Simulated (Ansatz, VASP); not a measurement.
Two plane-wave programs on Si3C

```
CELL_PARAMETERS angstrom
4.91480 0.00000 0.00000
-2.45740 4.25634 0.00000
0.00000 0.00000 2.43311
ATOMIC_POSITIONS crystal
Si 0.50000 0.00000 0.50000
Si 0.00000 0.50000 0.50000
Si 0.50000 0.50000 0.50000
C 0.00000 0.00000 0.50000
```

Alike in both runs: functional PBE; k mesh 12 × 12 × 18; occupations gaussian, width 0.1 eV; no spin polarisation.

Ansatz relaxed the structure, and its values are those at the end. VASP's run is a single point on that final structure, the one shown.

|  | VASP | Ansatz |
| --- | --- | --- |
| version | VASP 6.6.1 | Ansatz 0.2.0 |
| potentials or method | VASP PAW PBE potentials, release 64 (Si, C) | scalar-relativistic, plane waves, PAW |
| plane-wave cutoff (eV) | 520 | 420 |
| valence electrons in the cell | 16 | 16 |

Ansatz gave:

| Quantity | Value |
| --- | --- |
| gap on the k mesh at the Fermi level (eV) | none |
| pressure (GPa) | 0.0 |

Which values does VASP return?

gap on the k mesh at the Fermi level (eV): none; pressure (GPa): -0.1.

A gap of «none» marks a metal or a gap that the smearing closes. With one functional, cell and mesh, what is left measures potentials, basis and numerics.
